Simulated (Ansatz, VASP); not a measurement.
One calculation of BP, two programs

File INCAR:

```
SYSTEM = BP
PREC = Accurate
ENCUT = 520
EDIFF = 1E-8
ISMEAR = -1
SIGMA = 0.05
LREAL = .False.
LASPH = .True.
NELM = 100
ALGO = Normal
ISIF = 2
LWAVE = .False.
LCHARG = .False.
GGA = CA
LEFG = .True.
NBANDS = 11
```

The input KPOINTS:

```
regular mesh
0
Gamma
  15 15 15
  0 0 0
```

POSCAR

```
BP
1.0
    0.0000000000      2.2765382614      2.2765382614
    2.2765382614      0.0000000000      2.2765382614
    2.2765382614      2.2765382614      0.0000000000
B P
1 1
Direct
    0.0000000000      0.0000000000      0.0000000000
    0.7500000000      0.7500000000      0.7500000000
```

Input for Ansatz:

```yaml
crystal:
  lattice:
    - [0.0, 2.2765382614, 2.2765382614]
    - [2.2765382614, 0.0, 2.2765382614]
    - [2.2765382614, 2.2765382614, 0.0]
  atoms:
    - { symbol: B, position: [0.0, 0.0, 0.0] }
    - { symbol: P, position: [0.75, 0.75, 0.75] }
kpoints:
  mp_grid: { grid: [15, 15, 15] }
scf:
  occupations: { method: fermi_dirac, width: 0.05 }
hamiltonian:
  xc: lda
  pseudopotentials: { kind: all_electron, datasets: crystal }
output:
  forces: true
  stress: true
  eigenvalues: true
  efg: { contact_densities: true }
```

Change from the starting cell: volume scaled by 1.01, crystal datasets.

Alike in both runs: task electric field gradients; functional LDA; k mesh 15 × 15 × 15; occupations fermi-dirac, width 0.05 eV; no spin polarisation.

```csv
,VASP,Ansatz
version,VASP 6.6.1,Ansatz 0.2.0
potentials or method,"VASP PAW LDA potentials, release 64 (B, P)","all-electron PAW with datasets made for the crystal, scalar-relativistic"
plane-wave cutoff (eV),520,see its input
```

|  | VASP | Ansatz | Ansatz less VASP |
| --- | --- | --- | --- |
| pressure (GPa) | -6.8 | -6.8 | +0.07 |
| Vzz of the field gradient on the site that differs most (V/Å²) | 0.0 | 0.0 | 0.00 |

Ansatz ran all-electron here, so the differences hold the error of VASP's frozen core and of both bases.

Caveats: an odd mesh through Γ misses points on the zone boundary, where band edges often lie.
